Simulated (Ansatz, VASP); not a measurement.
# Two plane-wave programs on GaP

```
Ga P
1.0
     0.00000    2.76111    2.76111
     2.76111    0.00000    2.76111
     2.76111    2.76111    0.00000
Ga P
1 1
Direct
  0.00000 0.00000 0.00000
  0.75000 0.75000 0.75000
```

Change from the starting cell: volume scaled by 1.04.

Alike in both runs: task single point; functional PBE; k mesh 8 × 8 × 8; occupations fermi-dirac, width 0.05 eV; no spin polarisation.

|  | VASP | Ansatz |
| --- | --- | --- |
| version | VASP 6.6.1 | Ansatz 0.2.0 |
| potentials or method | VASP PAW PBE potentials, release 64 (Ga_d, P) | Ansatz PAW |
| plane-wave cutoff (eV) | 520 | 420 |
| valence electrons in the cell | 18 | 18 |

Ansatz gave:

```
gap on the k mesh at the Fermi level (eV) : 1.51
least direct gap on the mesh (eV)         : 1.51
pressure (GPa)                            : -0.7
```

Problem. Which values does VASP return?

Solution. gap on the k mesh at the Fermi level (eV): 1.50; least direct gap on the mesh (eV): 1.50; pressure (GPa): -0.7.

A k mesh can miss the band edges.
